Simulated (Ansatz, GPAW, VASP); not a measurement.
**C: programs and potentials compared**

```xyz
2
Lattice="0.0000 1.7834 1.7834 1.7834 0.0000 1.7834 1.7834 1.7834 0.0000" Properties=species:S:1:pos:R:3 pbc="T T T"
C     2.6751    2.6751    2.6751
C     1.7834    1.7834    1.7834
```

Alike in all runs: task single point; functional LDA; k mesh 13 × 13 × 13; occupations gaussian, width 0.1 eV; no spin polarisation; no spin-orbit coupling. LDA stands for any of its common fits. Pressure is positive in compression and, in plane waves, holds the error of the finite cutoff, which Ansatz's Pulay term estimates and takes out.

```csv
program and potentials,plane-wave cutoff (eV),notes,pressure (GPa)
"Ansatz, Ansatz PAW",420,"potentials made for PBE, which Ansatz adapts in part; Pulay term of +1.32 GPa included",-13.10
"GPAW, the program's PAW data sets (release 1.2.1) made for this functional",800,-,-13.48
"VASP, LDA PAW files C, release 54, 520 eV",520,-,-11.63
"Ansatz, all-electron LAPW, scalar-relativistic",-,-,-12.98
```

The pressure spans -13.48 (GPAW, the program's PAW data sets (release 1.2.1) made for this functional) to -11.63 GPa (VASP, LDA PAW files C, release 54, 520 eV), with all-electron results at -12.98. The cell lies far from this level's equilibrium.

The functional is the same throughout but for its coding, so the spread measures potentials, basis and numerics; runs on potential files found faulty are left out.
